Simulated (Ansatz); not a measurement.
System: TlCl (CsCl type), 2 atoms in the cell.

```yaml
crystal:
  lattice:
    - [3.90000, 0.00000, 0.00000]
    - [0.00000, 3.90000, 0.00000]
    - [0.00000, 0.00000, 3.90000]
  atoms:
    - { symbol: Tl, position: [0.00000, 0.00000, 0.00000] }
    - { symbol: Cl, position: [0.50000, 0.50000, 0.50000] }
```
Lattice in Å, positions in fractions of it.

Theory: Ansatz, HSE06, plane waves, PAW datasets (generated hard set).

Cutoff 700 eV; exchange singularity: regularized; k-mesh 6×6×6 Γ-centred; Fermi–Dirac smearing of 0.02 eV; no spin polarisation; no spin–orbit coupling.

How large is the gap on this mesh, is it direct, and where do the band edges lie (fractions of the reciprocal vectors of this cell)?

2.99 eV, direct at (0.000, 0.000, -0.500).

List the levels near the gap at (0.000, 0.000, 0.000), (0.000, 0.000, -0.500), (0.000, 0.167, -0.500), (0.000, -0.500, -0.500), (0.167, 0.167, -0.500), (0.167, 0.333, 0.333), in eV from the top of the valence band (v1 is the highest filled band, c1 the lowest empty one).


```
                      k     v4     v3     v2     v1    c1    c2    c3
  (0.000, 0.000, 0.000)  -4.56  -1.63  -1.63  -1.63  8.80  8.80  8.80
 (0.000, 0.000, -0.500)  -5.55  -1.23  -1.23   0.00  2.99  7.60  7.60
 (0.000, 0.167, -0.500)  -5.27  -1.81  -1.21  -0.45  3.71  6.88  7.93
(0.000, -0.500, -0.500)  -3.28  -3.04  -3.04  -1.17  5.79  5.79  9.43
 (0.167, 0.167, -0.500)  -5.00  -1.92  -1.50  -0.72  4.16  6.05  8.02
  (0.167, 0.333, 0.333)  -4.45  -2.54  -1.59  -1.04  4.99  5.63  7.24
```

A gap read on the mesh is an upper bound of this method's gap, since the mesh can miss a band edge. Spin–orbit coupling is left out; with heavy elements it can shift the gap and split levels by tenths of an eV. Potentials made with PBE were used with another functional.
